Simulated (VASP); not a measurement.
MoS2: single point with PBE+D3(BJ)

MoS2:

```
Mo S
1.0
     3.14937    0.00000    0.00000
    -1.57469    2.72743    0.00000
     0.00000    0.00000   12.08792
Mo S
2 4
Direct
  0.33333 0.66667 0.25000
  0.66667 0.33333 0.75000
  0.33333 0.66667 0.62046
  0.66667 0.33333 0.12046
  0.33333 0.66667 0.87954
  0.66667 0.33333 0.37954
```

The cell isn't the ideal one: cell and atoms relaxed tightly for response.

```json
{
  "Program": "VASP 6.6.1",
  "Task": "single point",
  "Functional": "PBE",
  "Dispersion": "D3(BJ)",
  "Potentials or basis": "VASP PAW PBE potentials, release 64 (Mo_sv, S)",
  "Cutoff": "520 eV",
  "k mesh": "12 × 12 × 4",
  "Occupations": "gaussian, width 0.01 eV",
  "Spin": "no spin polarisation"
}
```

| Quantity | Value |
| --- | --- |
| Pressure | -0.1 GPa |
| Largest force | 0.013 eV/Å |
| Band gap on the k mesh | 0.80 eV, indirect (least direct gap 1.70 eV) |
| Dispersion energy per atom | -0.438 eV |

Forces in eV/Å, atoms in the order of the input:
```
Mo   0.000  0.000  0.000
Mo   0.000  0.000  0.000
S    0.000  0.000  0.013
S    0.000  0.000  0.013
S    0.000  0.000 -0.013
S    0.000  0.000 -0.013
```

Levels at points of the mesh, in eV from the valence-band top:
```tsv
k point	band 22	band 23	band 24	band 25	band 26	band 27	band 28	band 29	band 30	band 31
(0.00, 0.00, 0.00)	-2.15	-2.15	-1.27	-1.11	0.00	2.09	2.09	2.13	2.13	2.23
(0.50, 0.00, 0.00)	-2.55	-1.78	-1.52	-1.49	-1.33	1.62	1.68	1.99	2.31	2.83
(0.00, 0.00, 0.50)	-2.18	-2.18	-2.18	-0.26	-0.26	2.10	2.10	2.10	2.10	2.36
(0.50, 0.00, 0.50)	-2.74	-1.65	-1.65	-1.40	-1.40	1.64	1.64	2.17	2.17	3.22
```

It took 3 min on 1 thread of Intel(R) Xeon(R) Platinum 8559C (Emerald Rapids) (shared host), peak memory 0.32 GiB.

A k mesh can miss the band edges.
